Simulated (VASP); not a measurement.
Here is the system:

```
GeO2
1.0
    2.49686    -4.32468     0.00000
    2.49686     4.32468     0.00000
    0.00000     0.00000     5.69616
Ge O
3 6
Direct
  0.00000   0.45183   0.33333
  0.54817   0.54817   0.00000
  0.45183   0.00000   0.66667
  0.30388   0.39474   0.24515
  0.60526   0.90914   0.91182
  0.69612   0.09086   0.42151
  0.90914   0.60526   0.08818
  0.39474   0.30388   0.75485
  0.09086   0.69612   0.57849
```

These are PBEsol GGA, VASP's PBE PAW potentials (set 64) (plane waves; VASP) values and carry that method's errors. Run with 520 eV cut-off, 7×7×5 Γ-centred mesh, Gaussian smearing of 0.010 eV, potentials Ge_d O.

Task: Give the direction-averaged independent-particle dielectric function (no local fields, no excitons; a broadening of 0.1 eV leaves a tail below the gap, and fine structure carries the noise of the k-mesh).

Result: 
```tsv
ħω (eV)	ε₁	ε₂
0.00	3.35	0.00
0.50	3.36	0.00
1.00	3.39	0.01
1.50	3.44	0.01
2.00	3.52	0.02
2.60	3.66	0.03
3.10	3.87	0.06
3.60	4.26	0.18
4.10	4.49	0.86
4.60	4.04	1.22
5.20	4.38	1.54
5.70	3.84	2.35
6.20	3.37	1.91
6.70	3.27	2.45
7.30	2.79	1.83
7.80	3.04	1.56
8.30	3.44	1.73
8.80	3.68	2.25
9.30	3.54	2.92
9.90	2.77	3.88
10.40	2.01	3.83
10.90	1.13	3.36
11.40	1.38	2.97
12.00	0.46	2.69
```
ε₂ peaks at 6.8 eV (height 2.5), 9.9 eV (height 3.9), 11.7 eV (height 3.4); ε₁(0) averages 3.35, so the electronic refractive index below the gap tends to √3.35 = 1.83.

The compound is GeO2 in the quartz structure, a metastable form; rutile is stable. It was relaxed first.
